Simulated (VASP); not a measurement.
Cu:

```
Cu
1.0
     0.00000    1.80750    1.80750
     1.80750    0.00000    1.80750
     1.80750    1.80750    0.00000
Cu
1
Cartesian
  0.0000 0.0000 0.0000
```

| Property | Result |
| --- | --- |
| Program | VASP 6.6.1 |
| Task | relaxation of cell and atoms |
| Functional | B3LYP |
| Potentials or basis | VASP PAW PBE potentials, release 64 (Cu) |
| Cutoff | 600 eV |
| k mesh | 7 × 7 × 7 |
| Occupations | fermi-dirac, width 0.05 eV |
| Spin | no spin polarisation |

At the start: pressure 8.3 GPa; volume 11.81 Å³/atom.

**Question.** How do energy, volume and symmetry change on relaxing?

**Answer.** Over 3 steps the energy falls by 18.9 meV/atom and the volume is 12.59 Å³/atom (+6.6 %); space group Fm-3m (No. 225, to 0.05 Å).

The path:
| step | energy change (eV) | largest force (eV/Å) | pressure (GPa) | volume (Å³) |
| --- | --- | --- | --- | --- |
| 1 | 0.0000 | 0.0000 | 8.26 | 11.81 |
| 2 | -0.0167 | 0.0000 | -2.53 | 12.88 |
| 3 | -0.0189 | 0.0000 | 0.02 | 12.59 |

Final structure:
```yaml
crystal:
  lattice:
    - [0.00000, 1.84625, 1.84625]
    - [1.84625, 0.00000, 1.84625]
    - [1.84625, 1.84625, 0.00000]
  atoms:
    - { symbol: Cu, position: [0.00000, 0.00000, 0.00000] }
```

Caveat: the k mesh is coarse (spacing up to 0.43 Å⁻¹), so the values aren't converged, least of all with exact exchange; the PAW data sets were made with another functional, which shifts forces and pressure a little.
